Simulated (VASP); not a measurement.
# ZrC (Fm-3m) in VASP: notebook

Runs on ZrC. Level: PBEsol. Tasks: single point.

Program: VASP 6.6.1. These are calculated values, not measurements. Logs are shortened: lines on timing, memory, paths and dates and some standing lists are left out, and cuts for length are marked.

## (1) The crystal as given

Symmetry: Fm-3m, No. 225, cubic system. Conventional cell: a = 4.730 Å, b = 4.730 Å, c = 4.730 Å, α = 90.00°, β = 90.00°, γ = 90.00°. Zr (site symmetry m-3m) is surrounded by 6 C at 2.37 Å. C (site symmetry m-3m) is surrounded by 6 Zr at 2.37 Å.

## (2) Single point, PBEsol

The input, INCAR:

```
SYSTEM = ZrC
PREC     = Accurate       ! precision mode
ENCUT    = 520            ! plane-wave cutoff, eV
EDIFF    = 1E-6           ! SCF threshold, eV
ISMEAR   = 0              ! smearing method
SIGMA    = 0.1            ! smearing width, eV
LREAL    = .FALSE.        ! projectors in reciprocal space
LASPH    = .TRUE.         ! aspherical terms in the spheres
NELM     = 60             ! most SCF steps
ALGO     = Normal         ! electronic algorithm
ISIF     = 2              ! what is computed and relaxed
LWAVE    = .FALSE.        ! write WAVECAR
LCHARG   = .TRUE.         ! write CHGCAR
GGA      = PS             ! functional
LELF     = .TRUE.         ! ELF
LVHAR    = .TRUE.       
NBANDS   = 15             ! bands
```

The input, KPOINTS:

```
Automatic mesh
0
G
  10 10 10
  0 0 0
```

The input, POSCAR:

```
ZrC
1.0
    0.0000000000      2.3650000000      2.3650000000
    2.3650000000      0.0000000000      2.3650000000
    2.3650000000      2.3650000000      0.0000000000
Zr C
1 1
Direct
    0.5000000000      0.5000000000      0.5000000000
    0.0000000000      0.0000000000      0.0000000000
```

Potentials or basis: VASP PAW PBE potentials, release 54 (Zr_sv, C).

Run with:

```
$ cat potpaw_PBE.54/Zr_sv/POTCAR potpaw_PBE.54/C/POTCAR > POTCAR
$ mpirun -np 1 vasp_std > vasp.out
```

OUTCAR:

```text
SYSTEM = ZrC
   PREC = Accurate
   ENCUT = 520
   EDIFF = 1E-6
   ISMEAR = 0
   LREAL = .FALSE.
   LASPH = .TRUE.
   NELM = 60
   ISIF = 2
   GGA = PS

 ion  position               nearest neighbor table
   1  0.500  0.500  0.500-   2 2.37   2 2.37   2 2.37   2 2.37   2 2.37   2 2.37
   2  0.000  0.000  0.000-   1 2.37   1 2.37   1 2.37   1 2.37   1 2.37   1 2.37

  LATTYP: Found a face centered cubic cell.
 ALAT       =     4.7300000000

  Lattice vectors:

 A1 = (   0.0000000000,   2.3650000000,   2.3650000000)
 A2 = (   2.3650000000,   0.0000000000,   2.3650000000)
 A3 = (   2.3650000000,   2.3650000000,   0.0000000000)

Analysis of symmetry for initial positions (statically):
=====================================================================
 Subroutine PRICEL returns:
 Original cell was already a primitive cell.

 Routine SETGRP: Setting up the symmetry group for a
 face centered cubic supercell.

 Subroutine GETGRP returns: Found 48 space group operations
 (whereof 48 operations were pure point group operations)
 out of a pool of 48 trial point group operations.

The static configuration has the point symmetry O_h .

Analysis of symmetry for dynamics (positions and initial velocities):
=====================================================================
 Subroutine PRICEL returns:
 Original cell was already a primitive cell.

 Routine SETGRP: Setting up the symmetry group for a
 face centered cubic supercell.

 Subroutine GETGRP returns: Found 48 space group operations
 (whereof 48 operations were pure point group operations)
 out of a pool of 48 trial point group operations.

The dynamic configuration has the point symmetry O_h .

 Subroutine INISYM returns: Found 48 space group operations
 (whereof 48 operations are pure point group operations),
 and found     1 'primitive' translations

----------------------------------------------------------------------------------------

                                     Primitive cell

  volume of cell :      26.4560

  direct lattice vectors                    reciprocal lattice vectors
     0.000000000  2.365000000  2.365000000    -0.211416490  0.211416490  0.211416490
     2.365000000  0.000000000  2.365000000     0.211416490 -0.211416490  0.211416490
     2.365000000  2.365000000  0.000000000     0.211416490  0.211416490 -0.211416490

  length of vectors
     3.344615075  3.344615075  3.344615075     0.366184103  0.366184103  0.366184103

  position of ions in fractional coordinates (direct lattice)
     0.500000000  0.500000000  0.500000000
     0.000000000  0.000000000  0.000000000

  ion indices of the primitive-cell ions
   primitive index   ion index
                 1           1
                 2           2

[... 90 lines left out ...]
     AMIX     =   0.40;   BMIX     =  1.00
     AMIX_MAG =   1.60;   BMIX_MAG =  1.00
  volume/ion in A,a.u.               =      13.23        89.27
  Fermi-wavevector in a.u.,A,eV,Ry     =   1.384439  2.616209 26.077880  1.916670
  Thomas-Fermi vector in A             =   2.508943
   LORBIT       =      0    0 simple, 1 ext, 2 COOP (PROOUT), +10 PAW based schemes
   GGA     = PS    functional components
   LHFCALC =     F    Hartree Fock is set to
   AEXX    =    0.0000 exact exchange contribution
   IVDW    =     0    specifies the selected vdW correction
   LEPSILON=     F    determine dielectric tensor
   LRPA    =     F    only Hartree local field effects (RPA)
 non-spin polarized calculation
 Gauss-broadening in eV      SIGMA  =   0.10
  energy-cutoff  :      520.00
  volume of cell :       26.46
 maximum number of plane-waves:       728
 NGX is ok and might be reduce to    28
   NGX = 13   NGY = 13   NGZ = 13

 number of electron      16.0000000 magnetization

 Free energy of the ion-electron system (eV)
  ---------------------------------------------------
  ext. energy  EPLUGINS =         0.00000000
  ---------------------------------------------------
  free energy    TOTEN  =       -20.54665596 eV

  energy without entropy =      -20.54519113  energy(sigma->0) =      -20.54592354

 E-fermi :   9.2885     XC(G=0): -12.1874

 val. band max:        9.2161684992   @ k =   0.1000   0.0000   0.0000
 cond. band min:       9.3284847878   @ k =   0.5000   0.5000   0.0000
 fundamental gap:      0.1123162886
 Fermi energy:         9.2884917698

 k-point     1 :       0.0000    0.0000    0.0000
  band No.  band energies     occupation
      1     -38.7690      2.00000
      2     -16.5218      2.00000
      3     -16.5218      2.00000
      4     -16.5218      2.00000
      5      -1.9369      2.00000
      6      10.2248      0.00000
      7      10.2248      0.00000
      8      10.2248      0.00000
      9      10.3281      0.00000
     10      10.3281      0.00000
     11      10.3281      0.00000
     12      12.0293      0.00000
     13      12.0293      0.00000
     14      16.3567      0.00000
[... 401 lines left out ...]
      2     -17.1020      2.00000
      3     -16.7523      2.00000
      4     -16.7274      2.00000
      5      -0.4355      2.00000
      6       6.1030      2.00000
      7       7.5817      2.00000
      8       8.6530      2.00000
      9       9.4646      0.01276
     10      13.7358      0.00000
     11      14.6688      0.00000
     12      14.7869      0.00000
     13      16.8810      0.00000
     14      20.7091      0.00000
     15      21.9693      0.00000

 [... further k-points ...]

------------------------ aborting loop because EDIFF is reached ----------------------------------------

  FORCE on cell =-STRESS in cart. coord.  units (eV):
  Direction    XX          YY          ZZ          XY          YZ          ZX
  --------------------------------------------------------------------------------------
  -------------------------------------------------------------------------------------
  Total       -1.3487461     -1.3487461     -1.3487461      0.0000000      0.0000000      0.0000000
  in kB      -81.6803031    -81.6803031    -81.6803031      0.0000000      0.0000000      0.0000000
  external PRESSURE =     -81.6803031 kB  Pullay stress =       0.0000000 kB

 VOLUME and BASIS-vectors are now :
 -----------------------------------------------------------------------------
  energy-cutoff  :      520.00
  volume of cell :       26.46
      direct lattice vectors                 reciprocal lattice vectors
     0.000000000  2.365000000  2.365000000    -0.211416490  0.211416490  0.211416490
     2.365000000  0.000000000  2.365000000     0.211416490 -0.211416490  0.211416490
     2.365000000  2.365000000  0.000000000     0.211416490  0.211416490 -0.211416490

 POSITION                                       TOTAL-FORCE (eV/Angst)
 -----------------------------------------------------------------------------------
      2.36500      2.36500      2.36500         0.000000      0.000000     -0.000000
      0.00000      0.00000      0.00000        -0.000000     -0.000000      0.000000
 -----------------------------------------------------------------------------------
    total drift:                                0.000000      0.000000      0.000000

  FREE ENERGIE OF THE ION-ELECTRON SYSTEM (eV)
  ---------------------------------------------------
  free  energy   TOTEN  =       -20.5466559605 eV

  energy  without entropy=      -20.5451911257  energy(sigma->0) =      -20.54592354
```

OSZICAR:

```text
N       E                     dE             d eps       ncg     rms          rms(c)
DAV:   1     0.961447821872E+02    0.96145E+02   -0.87127E+03  1426   0.108E+03
DAV:   2    -0.177735404054E+02   -0.11392E+03   -0.10759E+03  1782   0.284E+02
DAV:   3    -0.236378743126E+02   -0.58643E+01   -0.58220E+01  2345   0.540E+01
DAV:   4    -0.238039094352E+02   -0.16604E+00   -0.16587E+00  1692   0.613E+00
DAV:   5    -0.238054810727E+02   -0.15716E-02   -0.15716E-02  1768   0.609E-01    0.201E+01
DAV:   6    -0.206839184759E+02    0.31216E+01   -0.57485E+00  1680   0.217E+01    0.726E+00
DAV:   7    -0.205739336112E+02    0.10998E+00   -0.62313E-01  1637   0.568E+00    0.610E+00
DAV:   8    -0.205809139649E+02   -0.69804E-02   -0.34244E-01  1676   0.425E+00    0.430E+00
DAV:   9    -0.205468875305E+02    0.34026E-01   -0.64875E-02  1522   0.172E+00    0.528E-01
DAV:  10    -0.205466861453E+02    0.20139E-03   -0.43861E-03  1809   0.587E-01    0.163E-01
DAV:  11    -0.205466612969E+02    0.24848E-04   -0.21947E-04  1564   0.148E-01    0.431E-02
DAV:  12    -0.205466567075E+02    0.45895E-05   -0.44791E-06  1806   0.182E-02    0.962E-03
DAV:  13    -0.205466559605E+02    0.74700E-06   -0.21487E-06  1620   0.918E-03
   1 F= -.20546656E+02 E0= -.20545924E+02  d E =-.146483E-02
```

It took 15 s on 1 thread of Intel Xeon 6975P-C (Granite Rapids), shared host; peak memory 0.16 GiB.

Results:

| Quantity | Value |
| --- | --- |
| Free energy | -20.5467 eV |
| Pressure | -8.2 GPa |
| Band gap on the k mesh | none (metal or under the smearing width) |

Caveat: the PAW data sets were made with another functional, which shifts forces and pressure a little.

## (3) Single point, PBEsol

The input, run.py:

```python
from ase import Atoms
from ase.calculators.vasp import Vasp
from ase.dft.bandgap import bandgap

atoms = Atoms(
    ['Zr', 'C'],
    cell=[[0.0, 2.365, 2.365], [2.365, 0.0, 2.365], [2.365, 2.365, 0.0]],
    scaled_positions=[[0.5, 0.5, 0.5], [0.0, 0.0, 0.0]],
    pbc=True,
)
calc = Vasp(
    directory='calc',
    xc='pbesol',
    pp='PBE',
    setups='recommended',
    pp_version='54',
    prec='Accurate',
    encut=520,
    ediff=1e-06,
    ismear=0,
    sigma=0.1,
    lreal=False,
    lasph=True,
    nelm=100,
    algo='Fast',
    isif=2,
    lwave=False,
    lcharg=False,
    kpts=[10, 10, 10],
    gamma=True,
)
atoms.calc = calc

print('energy (eV):', atoms.get_potential_energy())
print('free energy (eV):', atoms.get_potential_energy(force_consistent=True))
print('forces (eV/A):')
print(atoms.get_forces())
print('stress (eV/A^3, Voigt):', atoms.get_stress())
print('Fermi level (eV):', calc.get_fermi_level())
gap, top, bottom = bandgap(calc)
print('band gap (eV):', gap, 'from (spin, k, band)', top, 'to', bottom)
```

Potentials or basis: VASP PAW PBE potentials, release 54 (Zr_sv, C).

Run with:

```
$ python run.py
```

Run time: 23 s. Hardware: 1 thread of Intel Xeon 6975P-C (Granite Rapids), shared host; peak memory 0.16 GiB.

It converged, with:

```
Free energy            : -20.5466 eV
Pressure               : -8.2 GPa
Band gap on the k mesh : none (metal or under the smearing width)
```

Levels at points of the mesh, in eV from the Fermi level:
```tsv
k point	band 6	band 7	band 8	band 9	band 10	band 11
(0.00, 0.00, 0.00)	0.94	0.94	0.94	1.04	1.04	1.04
(0.50, 0.00, 0.00)	-5.27	-2.89	-2.89	4.39	4.39	5.21
(0.50, 0.50, 0.00)	-2.10	-1.77	0.04	0.04	4.35	5.53
```

Caveat: the PAW data sets were made with another functional, which shifts forces and pressure a little.

[end of part 1 of 2]
